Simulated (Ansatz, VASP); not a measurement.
## Pt: VASP beside Ansatz

```
Pt
1.0
     0.00000    1.99643    1.99643
     1.99643    0.00000    1.99643
     1.99643    1.99643    0.00000
Pt
1
Direct
  0.00000 0.00000 0.00000
```

Alike in both runs: functional RPBE; k mesh 18 × 18 × 18; occupations gaussian, width 0.1 eV; no spin polarisation.

Ansatz relaxed the structure, and its values are those at the end. VASP's run is a single point on that final structure, the one shown.

|  | VASP | Ansatz |
| --- | --- | --- |
| version | VASP 6.6.1 | Ansatz 0.2.0 |
| potentials or method | VASP PAW PBE potentials, release 64 (Pt) | scalar-relativistic, plane waves, PAW |
| plane-wave cutoff (eV) | 520 | 420 |
| valence electrons in the cell | 10 | 18 |

VASP gave:

| Quantity | Value |
| --- | --- |
| gap on the k mesh at the Fermi level (eV) | none |
| pressure (GPa) | -0.5 |

Task: Estimate Ansatz's values.

Result: gap on the k mesh at the Fermi level (eV): none; pressure (GPa): 0.0.

A gap of «none» marks a metal or a gap that the smearing closes. The two sets of potentials don't hold the same shells in valence.

Caveats: the PAW data sets were made with another functional, which shifts forces and pressure a little (VASP). The runs have no spin-orbit coupling, so splittings on Pt are missing.
